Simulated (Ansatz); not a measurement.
A relaxation of cell and atoms of ZrO2 (P4_2/nmc) from a database structure with the PAW code Ansatz, at the level PBEsol. The input holds the cell as the database lists it.

```yaml
crystal:
  lattice:
    - [3.60016846, 0.0, 0.0]
    - [0.0, 3.60016846, 0.0]
    - [0.0, 0.0, 5.22515604]
  atoms:
    - { symbol: Zr, position: [0.0, 0.0, 0.0] }
    - { symbol: Zr, position: [0.5, 0.5, 0.5] }
    - { symbol: O, position: [0.0, 0.5, 0.30177491] }
    - { symbol: O, position: [0.0, 0.5, 0.80177491] }
    - { symbol: O, position: [0.5, 0.0, 0.69822509] }
    - { symbol: O, position: [0.5, 0.0, 0.19822509] }
kpoints:
  mp_grid: { grid: [6, 6, 4] }
hamiltonian:
  xc: pbesol
scf:
  occupations: { method: fermi_dirac, width: 0.03 }
relax:
  f_tol: 0.01
  cell: {}
  max_steps: 120
output:
  write_density: true
  write_potential: true
  elf: true
  volumetric_format: npy
```

The trajectory has 9 recorded frames, each with fractional positions and then forces in eV/Å along x, y and z. The last, and any step after a large change of cell, is solved on a basis re-selected at its cell; pressure is positive in compression.

Step 1: energy 0.0 meV/atom from step 1, largest force component 0.027 eV/Å, pressure -3.37 GPa; a = 3.600 Å, b = 3.600 Å, c = 5.225 Å, α = 90.00°, β = 90.00°, γ = 90.00°
```
Zr 0.0000 0.0000 0.0000     0.000   0.000   0.000
Zr 0.5000 0.5000 0.5000     0.000   0.000   0.000
O  0.0000 0.5000 0.3018     0.000   0.000   0.027
O  0.0000 0.5000 0.8018     0.000   0.000   0.027
O  0.5000 0.0000 0.6982     0.000   0.000  -0.027
O  0.5000 0.0000 0.1982     0.000   0.000  -0.027
```

Step 2: energy -2.7 meV/atom from step 1, largest force component 0.061 eV/Å, pressure +0.93 GPa; a = 3.584 Å, b = 3.584 Å, c = 5.172 Å, α = 90.00°, β = 90.00°, γ = 90.00°
```
Zr 0.0000 0.0000 0.0000     0.000   0.000   0.000
Zr 0.5000 0.5000 0.5000     0.000   0.000   0.000
O  0.0000 0.5000 0.3007     0.000   0.000  -0.061
O  0.0000 0.5000 0.8007     0.000   0.000  -0.061
O  0.5000 0.0000 0.6993     0.000   0.000   0.061
O  0.5000 0.0000 0.1993     0.000   0.000   0.061
```

Step 3: energy -2.7 meV/atom from step 1, largest force component 0.023 eV/Å, pressure +0.21 GPa; a = 3.582 Å, b = 3.582 Å, c = 5.193 Å, α = 90.00°, β = 90.00°, γ = 90.00°
```
Zr 0.0000 0.0000 0.0000     0.000   0.000   0.000
Zr 0.5000 0.5000 0.5000     0.000   0.000   0.000
O  0.0000 0.5000 0.3003     0.000   0.000  -0.023
O  0.0000 0.5000 0.8003     0.000   0.000  -0.023
O  0.5000 0.0000 0.6997     0.000   0.000   0.023
O  0.5000 0.0000 0.1997     0.000   0.000   0.023
```

Question: Estimate where the relaxation ends.

Answer:
Step 4 (rejected): energy -1.8 meV/atom from step 1, largest force component 0.115 eV/Å, pressure -0.49 GPa; a = 3.584 Å, b = 3.584 Å, c = 5.160 Å, α = 90.00°, β = 90.00°, γ = 90.00°
```
Zr 0.0000 0.0000 0.0000     0.000   0.000   0.000
Zr 0.5000 0.5000 0.5000     0.000   0.000   0.000
O  0.0000 0.5000 0.2919     0.000   0.000   0.115
O  0.0000 0.5000 0.7919     0.000   0.000   0.115
O  0.5000 0.0000 0.7081     0.000   0.000  -0.115
O  0.5000 0.0000 0.2081     0.000   0.000  -0.115
```

Step 5: energy -2.9 meV/atom from step 1, largest force component 0.005 eV/Å, pressure -0.14 GPa; a = 3.586 Å, b = 3.586 Å, c = 5.179 Å, α = 90.00°, β = 90.00°, γ = 90.00°
```
Zr 0.0000 0.0000 0.0000     0.000   0.000   0.000
Zr 0.5000 0.5000 0.5000     0.000   0.000   0.000
O  0.0000 0.5000 0.2986     0.000   0.000   0.005
O  0.0000 0.5000 0.7986     0.000   0.000   0.005
O  0.5000 0.0000 0.7014     0.000   0.000  -0.005
O  0.5000 0.0000 0.2014     0.000   0.000  -0.005
```

Step 6: energy -2.9 meV/atom from step 1, largest force component 0.000 eV/Å, pressure -0.01 GPa; a = 3.585 Å, b = 3.585 Å, c = 5.180 Å, α = 90.00°, β = 90.00°, γ = 90.00°
```
Zr 0.0000 0.0000 0.0000     0.000   0.000   0.000
Zr 0.5000 0.5000 0.5000     0.000   0.000   0.000
O  0.0000 0.5000 0.2988     0.000   0.000   0.000
O  0.0000 0.5000 0.7988     0.000   0.000   0.000
O  0.5000 0.0000 0.7012     0.000   0.000   0.000
O  0.5000 0.0000 0.2012     0.000   0.000   0.000
```

Step 7: energy -2.0 meV/atom from step 1, largest force component 0.001 eV/Å, pressure -0.15 GPa; a = 3.585 Å, b = 3.585 Å, c = 5.180 Å, α = 90.00°, β = 90.00°, γ = 90.00°
```
Zr 0.0000 0.0000 0.0000     0.000   0.000   0.000
Zr 0.5000 0.5000 0.5000     0.000   0.000   0.000
O  0.0000 0.5000 0.2988     0.000   0.000  -0.001
O  0.0000 0.5000 0.7988     0.000   0.000  -0.001
O  0.5000 0.0000 0.7012     0.000   0.000   0.001
O  0.5000 0.0000 0.2012     0.000   0.000   0.001
```

Step 8: energy -2.1 meV/atom from step 1, largest force component 0.000 eV/Å, pressure -0.01 GPa; a = 3.585 Å, b = 3.585 Å, c = 5.177 Å, α = 90.00°, β = 90.00°, γ = 90.00°
```
Zr 0.0000 0.0000 0.0000     0.000   0.000   0.000
Zr 0.5000 0.5000 0.5000     0.000   0.000   0.000
O  0.0000 0.5000 0.2985     0.000   0.000   0.000
O  0.0000 0.5000 0.7985     0.000   0.000   0.000
O  0.5000 0.0000 0.7015     0.000   0.000   0.000
O  0.5000 0.0000 0.2015     0.000   0.000   0.000
```

Step 9: energy -2.0 meV/atom from step 1, largest force component 0.000 eV/Å, pressure -0.01 GPa; a = 3.585 Å, b = 3.585 Å, c = 5.177 Å, α = 90.00°, β = 90.00°, γ = 90.00°
```
Zr 0.0000 0.0000 0.0000     0.000   0.000   0.000
Zr 0.5000 0.5000 0.5000     0.000   0.000   0.000
O  0.0000 0.5000 0.2985     0.000   0.000   0.000
O  0.0000 0.5000 0.7985     0.000   0.000   0.000
O  0.5000 0.0000 0.7015     0.000   0.000   0.000
O  0.5000 0.0000 0.2015     0.000   0.000   0.000
```

The walk took 7 steps, besides SCFs solved again on a fresh basis, and changed the volume by -1.8 %. The last SCF, on a fresh basis, lies 2.0 meV an atom below the first. At the end: the symmetry is P4_2/nmc (No. 137, tetragonal); conventional cell a = 3.585 Å, c = 5.177 Å, 11.09 Å³ an atom. Around Zr lie 8 O at 2.07–2.37 Å; around O lie 4 Zr at 2.07–2.37 Å.

Run as `ansatz run input.yaml --threads 2 --pin off --max-ram 2211MiB --backend cpu --events-out ev --progress --plain --runs-dir out`. Wall time 14 s on 2 threads of Arm Neoverse V2, on a shared host; peak host memory 0.37 GiB.

The values are computed, spin-unpolarised, and not measurements.
